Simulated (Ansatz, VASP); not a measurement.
Two plane-wave programs on Pd

INCAR

```
SYSTEM = Pd
PREC = Accurate
ENCUT = 520
EDIFF = 1E-6
ISMEAR = 0
SIGMA = 0.1
LREAL = .FALSE.
LASPH = .TRUE.
NELM = 150
ALGO = Fast
ISIF = 2
LWAVE = .FALSE.
LCHARG = .FALSE.
ISPIN = 2
MAGMOM = 0.43 0.43
LORBIT = 11
LMAXMIX = 4
GGA = PE
NBANDS = 21
```

File KPOINTS:

```
Automatic mesh
0
G
  6 6 4
  0 0 0
```

Contents of POSCAR:

```
Pd
1.0
    2.8647879113      0.0000000000      0.0000000000
   -1.4323939557      2.4809791077      0.0000000000
    0.0000000000      0.0000000000      4.7637903595
Pd
2
Direct
    0.6666666667      0.3333333333      0.7500000000
    0.3333333333      0.6666666667      0.2500000000
```

Input for Ansatz:

```yaml
crystal:
  lattice:
    - [2.8647879113, 0.0, 0.0]
    - [-1.4323939557, 2.4809791077, 0.0]
    - [0.0, 0.0, 4.7637903595]
  atoms:
    - { symbol: Pd, position: [0.6666666667, 0.3333333333, 0.75], spin: 0.43 }
    - { symbol: Pd, position: [0.3333333333, 0.6666666667, 0.25], spin: 0.43 }
basis:
  ecutwfc: 420
kpoints:
  mp_grid: { grid: [6, 6, 4] }
hamiltonian:
  xc: pbe
scf:
  occupations: { method: gaussian, width: 0.1 }
  lower_state_search: "off"
output:
  forces: true
  stress: true
  eigenvalues: true
  populations: true
magnetization:
  spin_polarized: true
```

Alike in both runs: task single point; functional PBE; k mesh 6 × 6 × 4; occupations gaussian, width 0.1 eV; collinear spin.

```csv
,VASP,Ansatz
version,VASP 6.6.1,Ansatz 0.2.0
potentials or method,"VASP PAW PBE potentials, release 64 (Pd)","scalar-relativistic, plane waves, PAW"
plane-wave cutoff (eV),520,420
valence electrons in the cell,20,36
```

|  | VASP | Ansatz | Ansatz less VASP |
| --- | --- | --- | --- |
| gap on the k mesh at the Fermi level (eV) | none | none | - |
| pressure (GPa) | -12.3 | -12.1 | +0.17 |
| largest component of the traceless stress (GPa) | 1.04 | 1.01 | -0.026 |
| net moment per atom (μB) | 0.48 | 0.48 | -0.001 |
| size of the moment on the site where the two differ most (μB) | 0.48 | 0.49 | +0.006 |

Site moments also hang on the region over which each program counts them. A gap of «none» marks a metal or a gap that the smearing closes. The two sets of potentials don't hold the same shells in valence.

Caveats: the k mesh is coarse (spacing up to 0.42 Å⁻¹), so the values aren't converged.
